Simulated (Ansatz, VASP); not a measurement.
# NiO: VASP beside Ansatz

```
CELL_PARAMETERS angstrom
0.00000 2.08590 2.08590
2.08590 0.00000 2.08590
2.08590 2.08590 0.00000
ATOMIC_POSITIONS crystal
Ni 0.00000 0.00000 0.00000
O 0.50000 0.50000 0.50000
```

Alike in both runs: task single point; functional PBE; k mesh 11 × 11 × 11; occupations gaussian, width 0.014 eV; collinear spin, ferromagnetic start.

|  | VASP | Ansatz |
| --- | --- | --- |
| version | VASP 6.6.1 | Ansatz 0.2.0 |
| potentials or method | VASP PAW PBE potentials, release 64 (Ni, O) | Ansatz PAW |
| plane-wave cutoff (eV) | 520 | 420 |
| valence electrons in the cell | 16 | 24 |

Ansatz gave:

```
gap on the k mesh at the Fermi level (eV)                     : none
pressure (GPa)                                                : 6.3
net moment per atom (μB)                                      : 0.90
size of the moment on the site where the two differ most (μB) : 0.29
```

What did VASP give for the same quantities?

gap on the k mesh at the Fermi level (eV): none; pressure (GPa): 6.1; net moment per atom (μB): 0.89; size of the moment on the site where the two differ most (μB): 0.28.

Site moments also hang on the region over which each program counts them. A gap of «none» marks a metal or a gap that the smearing closes. The two sets of potentials don't hold the same shells in valence.

Caveats: a cell with one magnetic atom can't hold antiferromagnetic order, which such compounds often take; semilocal functionals often make such compounds metallic where correlation or magnetic order opens a gap, which also shifts bond lengths; the pressure holds a Pulay correction of +0.7 GPa for the finite cutoff (Ansatz). With open d or f shells a metallic result of PBE can be an artefact of self-interaction; +U or a hybrid may open a gap.
